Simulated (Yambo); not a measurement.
## SiC (Moissanite 3C): G0W0 quasiparticle levels with PBEsol

**Measured values to compare with.**

“Insight into the structural, elastic and electronic properties of a new orthorhombic 6O-SiC polytype”, 2020, pmc:7200658 quotes, for a bulk crystal of SiC: band gap 2.4 eV (indirect).

SiC (Moissanite 3C):

```xyz
2
Lattice="0.0000 2.1790 2.1790 2.1790 0.0000 2.1790 2.1790 2.1790 0.0000" Properties=species:S:1:pos:R:3 pbc="T T T"
Si    0.0000    0.0000    0.0000
C     3.2685    3.2685    3.2685
```

| Quantity | Value |
| --- | --- |
| Program | Yambo 5.3.0 |
| Task | G0W0 quasiparticle levels |
| Functional | PBEsol |
| Potentials or basis | PseudoDojo 0.4.1 SR PBEsol standard |
| Cutoff | 1116 eV |
| Density cutoff | 4463 eV |
| k mesh | 6 × 6 × 6 |
| Occupations | fixed |
| Spin | no spin polarisation |
| k mesh of the self-consistent run | 10 × 10 × 10 |
| Random integration of the Coulomb term | yes |
| Direction of the field or of q to 0 | x + y + z |
| Broadening | 0.1 eV |
| States corrected | Γ and the k points of the band edges |
| Frequency dependence of W | plasmon pole |
| Terminator of the band sum in the self-energy | Bruneval-Gonze |
| Quasiparticle equation | linearised (Newton) |
| Imaginary frequency of the plasmon-pole fit | 27.2114 eV |
| Bands in the response | 124 |
| Bands in the self-energy | 124 |
| Cutoff of the response matrix | 12 Ry |
| Cutoff of exchange and Vxc | 82 Ry |
| Bands corrected (first, last) | [3, 6] |

* Band gap on the k mesh, mean-field level: 1.24 eV, indirect (least direct gap 4.46 eV)
* Quasiparticle gap: 2.17 eV
* Least direct quasiparticle gap: 5.64 eV
* Quasiparticle gap at Γ: 7.17 eV
* Band gap of the same states before the correction: 1.24 eV

Quasiparticle terms (eV):
```
                k point  band  Kohn-Sham level     Vxc      Σx     Σc     Z  result
  (0.000, 0.000, 0.000)     3             0.00  -14.79  -17.43   1.70  0.80   -0.75
  (0.000, 0.000, 0.000)     4             0.00  -14.79  -17.43   1.70  0.80   -0.75
  (0.000, 0.000, 0.000)     5             6.17  -13.21   -7.59  -5.31  0.79    6.43
  (0.000, 0.000, 0.000)     6             7.24  -11.36   -5.89  -5.15  0.81    7.50
(0.000, -0.500, -0.500)     3            -3.22  -13.49  -17.32   2.57  0.79   -4.21
(0.000, -0.500, -0.500)     4            -3.22  -13.49  -17.32   2.57  0.79   -4.21
(0.000, -0.500, -0.500)     5             1.24  -10.66   -6.49  -3.94  0.82    1.43
(0.000, -0.500, -0.500)     6             4.20  -10.87   -6.02  -4.43  0.82    4.55
```

Run time: 5.7 min on 1 thread of Intel(R) Xeon(R) Platinum 8488C (Sapphire Rapids) (shared host).

A measured gap of SiC is 2.4 eV (indirect; quoted in “Insight into the structural, elastic and electronic properties of a new orthorhombic 6O-SiC polytype”, 2020, pmc:7200658); the calculated 2.17 eV misses it by -0.23 eV. The value is that of G0W0 on PBEsol, without temperature or zero-point motion.

Caveat: this version prints the column dSc/dw multiplied by 27.2; the terminator is approximate in this version, by hundredths of an eV.
